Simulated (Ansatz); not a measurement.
# Quasiparticle gap of SiB2P2C (zincblende [110] superlattice), part 2 of 3

Aim: the quasiparticle gap of SiB2P2C (zincblende [110] superlattice), starting from PBEsol.

Ansatz 0.2.0; PBEsol, then G0W0 on it, plane waves, PAW. Known limits of the many-body steps: finite bands, screening cutoff and k mesh; no spin-orbit coupling in G0W0.

So far: Starting point; Relaxing the structure.

## Step 3: Bands along the symmetry lines

Level of this step: DFT, PBEsol, plane waves, PAW; PAW set soft_1 (Ansatz).

Levels along a band path and on the mesh show where this functional puts the band edges.

input.yaml

```yaml
crystal:
  lattice:
    - [3.1626406135, 0.0, 0.0]
    - [0.0, 4.4867471562, -2.1681e-06]
    - [0.0, -4.6631e-06, 9.5214322251]
  atoms:
    - { symbol: B, position: [0.0, -0.0275991581, 0.0738524308] }
    - { symbol: P, position: [0.5, 0.2290313149, 0.0917151119] }
    - { symbol: B, position: [0.5, 0.4808022534, 0.2580866696] }
    - { symbol: P, position: [0.0, 0.7322991948, 0.2491993833] }
    - { symbol: B, position: [0.0, -0.0191977068, 0.4174493907] }
    - { symbol: P, position: [0.5, 0.2322991288, 0.4263365533] }
    - { symbol: B, position: [0.5, 0.472400192, 0.6016838273] }
    - { symbol: P, position: [0.0, 0.7290314443, 0.5838211069] }
    - { symbol: Si, position: [0.0, 0.0493034712, 0.7672996926] }
    - { symbol: C, position: [0.5, 0.2861631318, 0.7520628987] }
    - { symbol: Si, position: [0.5, 0.5493035824, 0.9082366183] }
    - { symbol: C, position: [0.0, 0.7861631513, 0.9234735059] }
kpoints:
  mp_grid: { grid: [8, 6, 4] }
  band_path:
    path:
      - [0.0, 0.0, 0.0]
      - [-0.5, 0.0, 0.0]
      - [-0.5, 0.0, 0.5]
      - [0.0, 0.0, 0.5]
      - [0.0, 0.0, 0.0]
      - [0.0, -0.5, 0.5]
      - [-0.5, -0.5, 0.5]
      - [-0.5, 0.0, 0.0]
      - [-0.5, -0.5, 0.0]
      - [0.0, -0.5, 0.0]
      - [0.0, 0.0, 0.0]
    npoints: 10
hamiltonian:
  xc: pbesol
  pseudopotentials: { kind: paw, azcp: { folder: soft_1 }, xc_functional: pbe }
scf:
  occupations: { method: fermi_dirac, width: 0.02 }
  n_extra_bands: 8
output:
  eigenvalues: true
  forces: true
  stress: true
  write_density: true
  write_potential: true
  elf: true
  volumetric_format: npy
```

Launch:

```bash
$ ansatz run input.yaml --threads 4 --pin off --max-ram 17510MiB --backend cpu --events-out ev --progress --plain --runs-dir out
```

Numbers of over 12 decimals in the logs are rounded to 6 here.

What it wrote:

```text
Warning: the atoms were moved onto the symmetric positions of the space group found under crystal.symmetry.tolerance 1.0e-5 (fractional; no operation is sought that the atoms, as they stand in a round, miss by more than twice it, and no atom is moved by as much as it), and the run uses the moved positions. Before a round's move an operation carried an atom to 2.97e-6 Å from where it should land, the largest such dist [...]
[...]
Crystal: 12 atoms, lattice volume = 135.109 Å³
Basis set: ecut = 420 eV, 2663 PW (Γ), exchange–correlation on 48×60×128 points (8 copies of the dense FFT grid, shifted against one another)
Bands: 32, of which v1, the nominal top of the filled ones, is band 24 counted from 1 (23 counted from 0)
Symmetry: 4 space group operations
[...]
k-points: 60 of 192 (time reversal used)
[...]
SCF iter   1: F=—  HF=-5316.034661 eV  |F-HF|=—  |Δ(HF+E_count)|=         —  Δρ=9.76e-2  dr2=1.60e1  ethr=3.10e-3  ⟨swp⟩=9.1  Hψ=11384  notcnv=0
[...]
SCF iter   8: F=-5310.897660 eV  HF=-5310.897660 eV  |F-HF|=9.19e-10  |Δ(HF+E_count)|=   1.40e-7  Δρ=3.54e-6  dr2=1.76e-8  ethr=2.08e-10  ⟨swp⟩=20.2  Hψ=17785  notcnv=0
SCF 1 converged in 8 iterations: F = -5310.897660 eV  dr2 = 1.76e-8
[...]
NSCF: frozen V_eff on 101 k-points
SCF converged after 8 iterations
Free energy (F): -5310.897660 eV
[...]
Internal energy: -5310.897660 eV  (E = F + TS)
E sigma→0 (E₀):  -5310.897660 eV
Fermi energy:    10.069308 eV
[...]
--- Forces (eV/Å), atoms counted from 1 ---
  atom   1  B      0.00000000     0.00124914    -0.00368847
  atom   2  P      0.00000000     0.00537909    -0.00104383
  atom   3  B      0.00000000    -0.00378311    -0.00311146
  atom   4  P      0.00000000     0.00200338     0.00727137
  atom   5  B      0.00000000    -0.00378311     0.00311146
  atom   6  P      0.00000000     0.00200338    -0.00727137
  atom   7  B      0.00000000     0.00124914     0.00368847
  atom   8  P      0.00000000     0.00537909     0.00104383
  atom   9  Si     0.00000000     0.00230713     0.00283867
  atom  10  C      0.00000000    -0.00714584    -0.00754115
  atom  11  Si     0.00000000     0.00230713    -0.00283867
  atom  12  C      0.00000000    -0.00714584     0.00754115
  max |Σ_I F_I| component: 1.96e-5 eV/Å
--- Stress (GPa, compression-positive) ---
       -0.111245       0.000000       0.000000
       -0.000000       0.167692       0.000000
        0.000000       0.000000      -0.120800
  P = ⅓ Tr σ = -0.0215 GPa (-0.215 kbar)
--- Band table (eV; the first three rows and the last of 60) ---
  k-point 0: bands = [... 20 lower, 9.0063, 9.3282, 9.5559, 9.6689, 10.5358, 11.2237, 12.2569, 12.4184, ... 4 higher]
  k-point 1: bands = [... 20 lower, 8.8873, 9.1164, 9.2899, 9.6577, 10.8291, 11.4544, 12.0315, 12.9679, ... 4 higher]
  k-point 2: bands = [... 20 lower, 8.3790, 8.8824, 9.2019, 9.6442, 11.0377, 11.4054, 12.9827, 13.0679, ... 4 higher]
  k-point 59: bands = [... 20 lower, 7.1843, 7.1843, 7.3750, 7.3750, 13.2285, 13.2285, 13.7265, 13.7265, ... 4 higher]
```

It took 16 s on 4 threads of Arm Neoverse V1, shared host; peak memory 0.61 GiB; 62 s of CPU time.

The column dr2 measures how far the density is from self-consistency, as an energy; F and HF (Harris–Foulkes) agree once it is small.

Numbers from this step:

```
pressure             : -0.02145 GPa
filled bands         : 24
gap                  : 0.7972 eV
valence top at       : Γ
conduction bottom at : D
least direct gap     : 0.8669 eV
```

Over mesh and path the gap is 0.797 eV, from k = Γ to k = (-0.500, 0.000, 0.500). The least direct gap found is 0.867 eV, at k = Γ. The program's warnings for this run: structure snapped to symmetry.

Electronic bands along the path, in eV, zero at the top of the highest nominally filled band:

| point | band 21 | band 22 | band 23 | band 24 | band 25 | band 26 | band 27 | band 28 |
| --- | --- | --- | --- | --- | --- | --- | --- | --- |
| Γ | -0.66 | -0.34 | -0.11 | 0.00 | 0.87 | 1.55 | 2.59 | 2.75 |
| halfway | -3.10 | -3.04 | -2.18 | -0.65 | 1.61 | 1.80 | 1.99 | 3.37 |
| Z | -4.21 | -4.21 | -2.03 | -2.03 | 1.23 | 1.23 | 2.33 | 2.33 |
| halfway | -3.96 | -3.96 | -2.45 | -2.45 | 0.98 | 0.98 | 1.68 | 1.68 |
| D | -3.38 | -3.38 | -3.23 | -3.23 | 0.80 | 0.80 | 1.38 | 1.38 |
| halfway | -2.70 | -2.65 | -1.97 | -1.75 | 2.22 | 2.44 | 2.70 | 2.71 |
| B | -1.29 | -0.79 | -0.47 | -0.02 | 1.37 | 1.74 | 3.31 | 3.40 |
| halfway | -0.78 | -0.55 | -0.38 | -0.01 | 1.16 | 1.79 | 2.36 | 3.30 |
| Γ | -0.66 | -0.34 | -0.11 | 0.00 | 0.87 | 1.55 | 2.59 | 2.75 |
| halfway | -1.11 | -0.99 | -0.92 | -0.79 | 1.49 | 2.29 | 2.86 | 3.22 |
| A | -1.81 | -1.81 | -1.49 | -1.49 | 2.71 | 2.71 | 3.23 | 3.23 |
| halfway | -1.89 | -1.89 | -1.72 | -1.72 | 3.66 | 3.66 | 4.14 | 4.14 |
| E | -2.48 | -2.48 | -2.29 | -2.29 | 3.56 | 3.56 | 4.06 | 4.06 |
| halfway | -3.30 | -3.13 | -2.36 | -2.23 | 1.69 | 1.91 | 2.55 | 2.82 |
| Z | -4.21 | -4.21 | -2.03 | -2.03 | 1.23 | 1.23 | 2.33 | 2.33 |
| halfway | -3.23 | -3.23 | -1.94 | -1.94 | 1.58 | 1.58 | 2.51 | 2.51 |
| C2 | -1.93 | -1.93 | -1.74 | -1.74 | 3.25 | 3.25 | 4.08 | 4.08 |
| halfway | -2.28 | -2.28 | -2.01 | -2.01 | 3.37 | 3.37 | 3.53 | 3.53 |
| Y2 | -1.94 | -1.94 | -1.57 | -1.57 | 1.97 | 1.97 | 3.45 | 3.45 |
| halfway | -1.26 | -0.99 | -0.98 | -0.91 | 1.14 | 2.25 | 2.79 | 3.15 |
| Γ | -0.66 | -0.34 | -0.11 | 0.00 | 0.87 | 1.55 | 2.59 | 2.75 |

ELF in the cb plane at fractional x = 0.000, with atoms of B and P and Si and C within 0.2 Å of it. It is the smooth field of the valence electrons, not physical close to the nuclei.

Values, 7 rows by 16 columns, each cell a mean:
```
0.71 0.23 0.82 0.78 0.72 0.90 0.37 0.56 0.86 0.67 0.92 0.85 0.45 0.87 0.73 0.75
0.71 0.52 0.86 0.41 0.18 0.80 0.60 0.76 0.69 0.08 0.63 0.71 0.34 0.66 0.34 0.44
0.30 0.13 0.46 0.40 0.35 0.47 0.19 0.35 0.51 0.32 0.49 0.30 0.07 0.37 0.68 0.64
0.06 0.03 0.12 0.40 0.47 0.21 0.04 0.07 0.32 0.51 0.34 0.07 0.03 0.10 0.29 0.25
0.09 0.14 0.08 0.06 0.07 0.06 0.13 0.11 0.06 0.07 0.06 0.14 0.22 0.15 0.06 0.05
0.33 0.48 0.27 0.05 0.04 0.21 0.47 0.43 0.14 0.04 0.14 0.28 0.33 0.29 0.14 0.09
0.36 0.21 0.41 0.31 0.34 0.49 0.22 0.30 0.41 0.33 0.60 0.43 0.35 0.52 0.60 0.43
```
Columns run along c (9.5 Å), rows up along b (4.5 Å). Atoms in or near the plane, at fractional coordinates: B at (0.07, 0.97), P at (0.25, 0.73), B at (0.42, 0.98), P at (0.58, 0.73), Si at (0.77, 0.05), C at (0.92, 0.79).

Electrostatic potential energy in the cb plane at fractional x = 0.000, with atoms of B and P and Si and C within 0.2 Å of it. With pseudopotentials it is smooth inside the atoms' cores, unlike the true potential.

Values in eV, 7 rows by 16 columns, each cell a mean:
```
-13 -27  -4  -7 -11  -1 -24 -17  -2 -12  -2  -8 -18  -6 -14 -11
  5   5   0 -35 -39 -11   6   5 -24 -40 -25   6   8   3 -34 -31
 11  12   5 -24 -29  -2  11   9 -14 -32 -14   9  12  10  -1   1
 12  12  11   7   6  10  12  11   9   5   9  12  12  11  11  11
 12  12  12  12  12  12  12  12  12  12  11  10   8   9  11  12
  9   7  10  12  12  11   6   8  12  12   9  -8 -18  -6   9  11
-10 -25  -1  10  11   3 -25 -18   8  10   5 -22  -5 -20   7   9
```
Columns run along c (9.5 Å; values clipped at the 3rd and 97th percentile), rows up along b (4.5 Å). Atoms in or near the plane, at fractional coordinates: B at (0.07, 0.97), P at (0.25, 0.73), B at (0.42, 0.98), P at (0.58, 0.73), Si at (0.77, 0.05), C at (0.92, 0.79).

(Continued in part 3 of 3.)

[Paths, hosts, dates, memory and timing lines, banners, echoed tables and standing remarks are left out of the program output.]

[Logs are printed without paths, hosts, clocks, repeated set-up lines and the standing remarks that a program may print on its own settings, such as how far it seeks lower states.]

[Runs of the session that timed out or met a known fault of the program may be left out.]

[Cells called generated may have been cut or substituted from an entry of the Crystallography Open Database or the Materials Project.]

[Hosts, paths, dates, database ids (printed as entryN), source tags and the programs' standing remarks are cut or masked in the printed files.]

[Where an RPA ε∞ is given, it is that of the G0W0 mesh and is not shown converged in it. Names of k-points follow the symmetry that the program found, which can be lower than the space group named. Band edges on a path are those of the sampled points; other points can move an edge, and change direct to indirect where valleys lie close.]

[Hybrid gaps are those of their k-mesh and are not shown converged in it.]
